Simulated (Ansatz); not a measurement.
# Band gap of InGa3P4 (quasi-random alloy, started on the GaP lattice) (P1) from density functionals to GW

Aim: the gap of InGa3P4 (quasi-random alloy, started on the GaP lattice) (P1) at several levels of theory on one structure, with the time that each takes.

Calculated with Ansatz 0.2.0; density functionals, hybrids and G0W0, plane waves, PAW.

Most raw output is cut from this account.

## (1) Starting point

The cell holds 32 atoms: 4 In, 12 Ga and 16 P. Cell: a = 9.523 Å, b = 9.517 Å, c = 9.526 Å, α = 109.5°, β = 109.5°, γ = 109.5°. It derives from GaP.

The structure was relaxed with LDA. The runs that relaxed it are not among those shown. The default PAW set here is soft_2. Its files were made with PBE.

## (2) LDA on the 4×4×4 mesh

Levels along a band path and on the mesh show where this functional puts the band edges.

This step: DFT, LDA, plane waves, PAW.

input.yaml

```yaml
crystal:
  lattice:
    - [-5.4989512258, 5.4978496501, -5.497210026]
    - [5.4935713785, 5.4927031726, 5.4974433958]
    - [5.501156881, -5.4980830199, -5.499649051]
  atoms:
    - { symbol: In, position: [0.0019455471, 0.0010466254, 0.003578631] }
    - { symbol: Ga, position: [0.2507487198, 0.5020930122, 0.2534092236] }
    - { symbol: In, position: [0.493890456, -0.0056853245, 0.4965840549] }
    - { symbol: In, position: [0.7480790816, 0.502157747, 0.7507311251] }
    - { symbol: Ga, position: [0.7481986708, 0.2526738037, 0.0104105937] }
    - { symbol: Ga, position: [-0.0016963278, 0.7480770981, 0.254647812] }
    - { symbol: Ga, position: [0.2479029264, 0.2519149273, 0.4996794271] }
    - { symbol: Ga, position: [0.4941550815, 0.7480833008, 0.7496998741] }
[... 20 atom lines left out ...]
    - { symbol: P, position: [0.2630613036, 0.0008523555, -0.0001740502] }
    - { symbol: P, position: [0.4954435286, 0.4973499763, 0.2461316096] }
    - { symbol: P, position: [0.7488661191, -0.0132329678, 0.4860968863] }
    - { symbol: P, position: [0.0132583397, 0.5145972471, 0.7478223322] }
kpoints:
  mp_grid: { grid: [4, 4, 4] }
  band_path:
    path:
      - [[0.0, 0.0, 0.0], [0.5, 0.0, 0.0]]
      - [[0.0, 0.5, 0.0], [0.0, 0.0, 0.0], [0.0, 0.0, 0.5]]
      - [[0.5, 0.5, 0.5], [0.0, 0.0, 0.0]]
    npoints: 10
hamiltonian:
  xc: lda
scf:
  occupations: { method: fermi_dirac, width: 0.02 }
  n_extra_bands: 14
output:
  eigenvalues: true
  write_density: true
  write_potential: true
  elf: true
  volumetric_format: npy
```

The run is started by

```bash
$ ansatz run input.yaml --threads 2 --pin off --max-ram 92160MiB --backend cuda --events-out ev --progress --plain --runs-dir out --devices 1 --max-vram 13GiB  # rebuilt from the run's record
```

Wall time 16 s (1 × NVIDIA H100 80GB HBM3 (shared by 6 runs) with 2 threads of AMD EPYC 7R13 (Zen 3), shared host); peak memory 2.2 GiB; 25 s of CPU time.

Numbers from this step:

| Property | Result |
| --- | --- |
| filled bands | 144 |
| gap | 1.314 eV |
| valence top at | Γ |
| conduction bottom at | R |
| least direct gap | 1.363 eV |

Over mesh and path the gap is 1.314 eV, in a supercell, where edges may be folded.

## (3) LDA+SOC on the 4×4×4 mesh

This run has two-component orbitals with spin-orbit coupling.

This step: DFT, LDA with spin-orbit coupling, plane waves, PAW.

input.yaml: that of step 2 with these lines changed.

```diff
@@ -42,6 +42,8 @@
     path:
-      - [[0.0, 0.0, 0.0], [0.5, 0.0, 0.0]]
-      - [[0.0, 0.5, 0.0], [0.0, 0.0, 0.0], [0.0, 0.0, 0.5]]
-      - [[0.5, 0.5, 0.5], [0.0, 0.0, 0.0]]
-    npoints: 10
+      - [0.0, 0.0, 0.0]
+      - [0.5, 0.0, 0.0]
+      - [0.0, 0.5, 0.0]
+      - [0.0, 0.0, 0.5]
+      - [0.5, 0.5, 0.5]
+    npoints: 1
 hamiltonian:
@@ -49,4 +51,7 @@
 scf:
-  occupations: { method: fermi_dirac, width: 0.02 }
-  n_extra_bands: 14
+  occupations: { method: fixed }
+  n_extra_bands: 28
+magnetization:
+  noncollinear: true
+  spin_orbit: true
 output:
```

Wall time 43 s (1 × NVIDIA H100 80GB HBM3 (shared by 6 runs) with 2 threads); peak memory 6.3 GiB; 34 s of CPU time.

This step gave:

| Property | Result |
| --- | --- |
| gap | 1.291 eV |
| valence top at | Γ |
| conduction bottom at | R |
| least direct gap | 1.342 eV |

Over mesh and listed points the gap is 1.291 eV, in a supercell, where edges may be folded. LDA+SOC against LDA: 1.291 − 1.314 = −0.023 eV, with the same mesh, set of files (read in its fully relativistic form for the spin-orbit run) and cutoff, and both edges at the same k points. The spin-orbit run sees mesh and listed points alone, so its gap is an upper bound: the coupling can move an edge off these points, the more so as this crystal has no centre of inversion, and the change over the zone, its sign included where it is small, is not known.

## (4) HSE06 on the 2×2×2 mesh

HSE06 mixes in a quarter of exact exchange at short range.

This step: DFT, HSE06, plane waves, PAW.

input.yaml: that of step 3 with these lines changed.

```diff
@@ -39,3 +39,3 @@
 kpoints:
-  mp_grid: { grid: [4, 4, 4] }
+  mp_grid: { grid: [2, 2, 2] }
   band_path:
@@ -49,14 +49,7 @@
 hamiltonian:
-  xc: lda
+  xc: hse06
 scf:
   occupations: { method: fixed }
-  n_extra_bands: 28
-magnetization:
-  noncollinear: true
-  spin_orbit: true
+  n_extra_bands: 14
 output:
   eigenvalues: true
-  write_density: true
-  write_potential: true
-  elf: true
-  volumetric_format: npy
```

Elapsed: 2.4 min, on 1 × NVIDIA H100 80GB HBM3 (shared by 6 runs) with 2 threads; peak memory 2.4 GiB.

Numbers from this step:

```
gap                     : 2.160 eV
valence top at          : Γ
conduction bottom at    : Γ
least direct gap        : 2.160 eV
exact-exchange fraction : 0.25
```

Over mesh and listed points the gap is 2.160 eV, in a supercell, where edges may be folded. HSE06 against LDA: 2.160 − 1.314 = +0.846 eV. The runs also differ in mesh (4×4×4 and 2×2×2), and the conduction bottom lies at another k point, so how much of this comes from the functional alone is not known.

## (5) G0W0@LDA, 2×2×2 mesh, 883 empty bands, screening to 70 eV

G0W0 replaces the xc potential by a self-energy built once from the orbitals of the start. Levels are corrected in the window of bands that the input names, at points of the mesh.

This step: G0W0 on LDA, plane waves, PAW.

input.yaml: that of step 4 with these lines changed.

```diff
@@ -40,16 +40,11 @@
   mp_grid: { grid: [2, 2, 2] }
-  band_path:
-    path:
-      - [0.0, 0.0, 0.0]
-      - [0.5, 0.0, 0.0]
-      - [0.0, 0.5, 0.0]
-      - [0.0, 0.0, 0.5]
-      - [0.5, 0.5, 0.5]
-    npoints: 1
 hamiltonian:
-  xc: hse06
+  xc: lda
 scf:
   occupations: { method: fixed }
-  n_extra_bands: 14
-output:
-  eigenvalues: true
+gw:
+  n_empty_bands: 883
+  ecut_chi: 70.0
+  qp_bands: [v4, c4]
+  qp_kpoints: band_edges
+  screening: { model: contour_deformation }
```

Wall time 90 s (1 × NVIDIA H100 80GB HBM3 (shared by 6 runs) with 2 threads); peak memory 4.2 GiB.

This step gave:

* bands summed: 1027
* RPA ε∞ on this mesh (eigenvalues): 12.86, 12.93, 12.99
* plane waves in the screening matrix: 935
* G0W0 gap over the corrected points: 1.857 eV
* k of the valence top: 0, 0, 0
* k of the conduction bottom: 0, 0, 0
* starting gap on the mesh: 1.312 eV
* Z at the valence top: 0.7605
* Z at the conduction bottom: 0.7860
* least direct G0W0 gap over the corrected points: 1.857 eV

Over all 8 irreducible mesh points the G0W0 gap is 1.857 eV, in a supercell, where edges may be folded. The LDA gap of this run on the mesh is 1.312 eV. Other states bound it: the two that bound the G0W0 gap lie 1.424 eV apart in LDA, so state for state the correction is 1.857 − 1.424 = +0.433 eV, while gap against gap it is 1.857 − 1.312 = +0.545 eV.

## (6) The ladder

Each gap is the least one over the points named; times are wall times on shared hosts, not benchmarks. A G0W0 time includes the run's own self-consistent start. Runs with listed points see these and the mesh alone, so an edge that moves elsewhere is missed. Rows marked * are further runs, not shown as steps, whose inputs differ from the G0W0 step on the same start in the columns given; solver thresholds can differ too.

```csv
level,mesh,"files, cutoff","bands summed, screening",points,gap (eV),valence top,conduction bottom,least direct gap (eV),time
LDA,4×4×4,"soft_2 PAW, 420 eV",-,mesh and path,1.314,Γ,"(0.500, 0.500, 0.500)",1.363,16 s
LDA+SOC,4×4×4,"soft_2 PAW, 420 eV",-,mesh and listed points,1.291,Γ,"(0.500, 0.500, 0.500)",1.342,43 s
HSE06,2×2×2,"soft_2 PAW, 420 eV",-,mesh and listed points,2.160,Γ,Γ,2.160,2.4 min
G0W0@LDA*,2×2×2,"soft_2 PAW, 420 eV","367, 28 eV",all 8 irreducible mesh points,1.688,Γ,Γ,1.688,34 s
G0W0@LDA,2×2×2,"soft_2 PAW, 420 eV","1027, 70 eV",all 8 irreducible mesh points,1.857,Γ,Γ,1.857,90 s
```

## (7) Summary of results

| Property | Result |
| --- | --- |
| LDA, over mesh and path | 1.314 eV |
| LDA+SOC, over mesh and listed points | 1.291 eV |
| HSE06, over mesh and listed points | 2.160 eV |
| G0W0@LDA (1027 bands, 2×2×2), over all 8 irreducible mesh points | 1.857 eV |
| known limits | finite bands, screening cutoff and k mesh; no spin-orbit coupling in G0W0; d shells not analysed; screening cutoff under 40 eV in some runs |

**Reading.** The rows run from 1.291 eV (LDA+SOC) to 2.160 eV (HSE06). They differ in mesh, bands and screening cutoff of G0W0 and the points over which the gap was sought as well as in level, so only pairs that share these are like for like. LDA+SOC against LDA: 1.291 − 1.314 = −0.023 eV, with the same mesh, set of files (read in its fully relativistic form for the spin-orbit run) and cutoff, and both edges at the same k points. The spin-orbit run sees mesh and listed points alone, so its gap is an upper bound: the coupling can move an edge off these points, the more so as this crystal has no centre of inversion, and the change over the zone, its sign included where it is small, is not known. G0W0@LDA (1027 bands, 2×2×2) moves the gap of its own start on the mesh by 1.857 − 1.312 = +0.545 eV, with other states at the edges (they lie 1.424 eV apart at the start). No level off the mesh was corrected, so the G0W0 gap over the whole zone is not known from these runs. What spin-orbit coupling does to the G0W0 levels was not computed, so no sum with the G0W0 gap is formed. For G0W0@LDA: from 367 bands and 28 eV to 1027 bands and 70 eV the gap moves by 1.857 − 1.688 = +0.169 eV; bands and screening cutoff rise together, so their parts are not told apart. Two runs can't test a law of convergence, so the limit is not known. The G0W0 runs are scalar-relativistic. One-shot GW is known to converge slowly in bands for compounds with shallow d shells. The cell holds Ga and In; the filling of the d shell and its place against the gap were not analysed here. No pair of G0W0 runs that differ in the mesh alone is shown (2×2×2 is a supercell whose nearest images lie 19 Å apart), so the error from the mesh is not known here. G0W0 is shown with one set of atomic data (soft_2 PAW), so the error from the files is not known here. A screening cutoff under 40 eV is crude: G0W0@LDA with 367 bands at 28 eV.

[Paths, hosts, dates, memory and timing lines, banners, echoed tables and standing remarks are left out of the program output.]

[Logs are printed without paths, hosts, clocks, repeated set-up lines and the standing remarks that a program may print on its own settings, such as how far it seeks lower states.]

[Runs of the session that timed out or met a known fault of the program may be left out.]

[Cells called generated may have been cut or substituted from an entry of the Crystallography Open Database or the Materials Project.]

[Hosts, paths, dates, database ids (printed as entryN), source tags and the programs' standing remarks are cut or masked in the printed files.]

[Where an RPA ε∞ is given, it is that of the G0W0 mesh and is not shown converged in it. Names of k-points follow the symmetry that the program found, which can be lower than the space group named. Band edges on a path are those of the sampled points; other points can move an edge, and change direct to indirect where valleys lie close.]

[Hybrid gaps are those of their k-mesh and are not shown converged in it.]
